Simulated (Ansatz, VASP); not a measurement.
**One calculation of Cs, two programs**

The input INCAR:

```
PREC = Accurate
ENCUT = 520
EDIFF = 1E-6
ISMEAR = -1
SIGMA = 0.05
LREAL = F
LASPH = T
NELM = 60
ALGO = Fast
ISIF = 2
LWAVE = F
LCHARG = F
GGA = PS
NBANDS = 10
```

The input KPOINTS:

```
regular mesh
0
Gamma
  6 6 6
```

The input POSCAR:

```
Cs
1.0
   -0.0830200000      3.9091570000      3.9483260000
    3.8927700000     -0.0612560000      3.9265620000
    3.9027100000      3.8973340000     -0.0711970000
Cs
1
Direct
    0.0037580000      0.0101000000     -0.0040670000
```

File input.yaml:

```yaml
crystal:
  lattice:
    - [-0.08302, 3.909157, 3.948326]
    - [3.89277, -0.061256, 3.926562]
    - [3.90271, 3.897334, -0.071197]
  atoms:
    - { symbol: Cs, position: [0.003758, 0.0101, -0.004067] }
hamiltonian:
  xc: pbesol
  pseudopotentials: { kind: paw }
kpoints:
  mp_grid: { grid: [6, 6, 6] }
scf:
  occupations: { method: fermi_dirac, width: 0.05 }
output:
  forces: true
  stress: true
  eigenvalues: true
  write_density: true
  write_potential: true
  elf: true
  volumetric_format: npy
```

Change from the starting cell: cell strained at random at fixed volume.

Alike in both runs: task single point; functional PBEsol; k mesh 6 × 6 × 6; occupations fermi-dirac, width 0.05 eV; no spin polarisation.

|  | VASP | Ansatz |
| --- | --- | --- |
| version | VASP 6.6.1 | Ansatz 0.2.0 |
| potentials or method | VASP PAW PBE potentials, release 64 (Cs_sv) | Ansatz PAW |
| plane-wave cutoff (eV) | 520 | 420 |
| valence electrons in the cell | 9 | 9 |

```tsv
	VASP	Ansatz	Ansatz less VASP
gap on the k mesh at the Fermi level (eV)	none	none	-
pressure (GPa)	-0.2	-0.2	+0.02
```

A gap of «none» marks a metal or a gap that the smearing closes. The functional is the same, so the differences come from potentials, cutoffs and numerics.

Caveats: the PAW data sets were made with another functional, which shifts forces and pressure a little (VASP); the PAW data sets come from PBE, with cores solved anew for the run's functional, which leaves a small shift of forces and pressure (Ansatz). The runs have no spin-orbit coupling, so splittings on Cs are missing.
